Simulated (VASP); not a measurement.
Set up this calculation in VASP 6.6.1, as the native input.

* Task: single point
* Functional: PBE
* Potentials or basis: VASP PAW PBE potentials, release 64 (Sn_d, S)
* Cutoff: 520 eV
* k mesh: 3 × 7 × 7
* Occupations: fermi-dirac, width 0.02 eV
* Spin: no spin polarisation
* Dipole correction: no
* Further INCAR settings: ALGO = Fast; EDIFF = 1e-06; NBANDS = 50

The structure of SnS lies in POSCAR:

```
SnS
1.0
   11.2000000000      0.0000000000      0.0000000000
    0.0000000000      3.9870000000      0.0000000000
    0.0000000000      0.0000000000      4.3340000000
Sn S
4 4
Direct
    0.1191286195      0.2500000000      0.1173482826
    0.3808713805      0.7500000000      0.6173482826
    0.6191286195      0.2500000000      0.3826517174
    0.8808713805      0.7500000000      0.8826517174
    0.8527991581      0.2500000000      0.4765700474
    0.6472008419      0.7500000000      0.9765700474
    0.3527991581      0.2500000000      0.0234299526
    0.1472008419      0.7500000000      0.5234299526
```

These files were run (other wordings do the same):

INCAR

```
SYSTEM = SnS
ALGO = Fast
EDIFF = 1E-6
ENCUT = 520
GGA = PE
ISIF = 2
ISMEAR = -1
LASPH = .True.
LCHARG = .False.
LREAL = .False.
LWAVE = .False.
NBANDS = 50
NELM = 100
PREC = Accurate
SIGMA = 0.02
```

KPOINTS

```
k-points
0
Gamma
  3 7 7
  0 0 0
```

Potentials or basis: VASP PAW PBE potentials, release 64 (Sn_d, S).

Run with:

```sh
$ cat potpaw_PBE.64/Sn_d/POTCAR potpaw_PBE.64/S/POTCAR > POTCAR
$ mpirun -np 1 vasp_std > vasp.out
```

It gave:

| Property | Result |
| --- | --- |
| Pressure | 1.7 GPa |
| Largest force | 0.019 eV/Å |
| Band gap on the k mesh | 0.82 eV, indirect (least direct gap 0.97 eV) |

Caveat: spin-orbit coupling is left out, which moves the levels of the heavy elements; an odd mesh through Γ misses points on the zone boundary, where band edges often lie.

It took 3.4 min on 1 thread of Intel(R) Xeon(R) 6975P-C (Granite Rapids) (shared host), peak memory 0.4 GiB.
